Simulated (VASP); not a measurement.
Set up this calculation in VASP 6.6.1, as the native input.

- Task: relaxation of cell and atoms
- Functional: r2SCAN
- Potentials or basis: VASP PAW PBE potentials, release 64 (Cd, Te)
- Cutoff: 600 eV
- k mesh: 8 × 8 × 8
- Occupations: gaussian, width 0.03 eV
- Spin: no spin polarisation
- Further INCAR settings: ALGO = Normal; EDIFF = 1e-07; IBRION = 2; EDIFFG = -0.005; NSW = 90; ISIF = 3

The structure of CdTe lies in POSCAR:

```
CdTe                                    
1.0
    0.0000000000      3.2804065418      3.2804065418
    3.2804065418      0.0000000000      3.2804065418
    3.2804065418      3.2804065418     -0.0000000000
  Cd              Te            
     1     1
Direct
     0.0000000000000000    0.0000000000000000    0.0000000000000000
     0.2500000000000000    0.2500000000000000    0.2500000000000000
```

These files were run (other wordings do the same):

INCAR

```
PREC     = Accurate       # precision mode
ENCUT    = 600            # plane-wave cutoff, eV
EDIFF    = 1E-7           # SCF threshold, eV
ISMEAR   = 0              # smearing method
SIGMA    = 0.03           # smearing width, eV
LREAL    = False          # projectors in reciprocal space
LASPH    = True           # aspherical terms in the spheres
NELM     = 80             # most SCF steps
ALGO     = Normal         # electronic algorithm
ISIF     = 3              # what is computed and relaxed
LWAVE    = False          # write WAVECAR
LCHARG   = False          # write CHGCAR
METAGGA  = R2SCAN         # meta-GGA
LMIXTAU  = True         
IBRION   = 2              # ionic algorithm
NSW      = 90             # ionic steps
EDIFFG   = -0.005         # ionic threshold
```

KPOINTS

```
regular mesh
0
Gamma
  8 8 8
```

Potentials or basis: VASP PAW PBE potentials, release 64 (Cd, Te).

Launch:

```sh
$ cat potpaw_PBE.64/Cd/POTCAR potpaw_PBE.64/Te/POTCAR > POTCAR
$ mpirun -np 1 vasp_std > vasp.out
```

It gave:

| Property | Result |
| --- | --- |
| Pressure after relaxing | 0.0 GPa |
| Band gap on the k mesh | 1.15 eV, direct |

Caveat: the relaxation stopped at its first step, so nothing moved; the PAW data sets were made with another functional, which shifts forces and pressure a little; spin-orbit coupling is left out, which moves the levels of the heavy elements.

Wall time 110 s on 1 thread of Intel(R) Xeon(R) 6975P-C (Granite Rapids), on a shared host, peak memory 0.28 GiB.
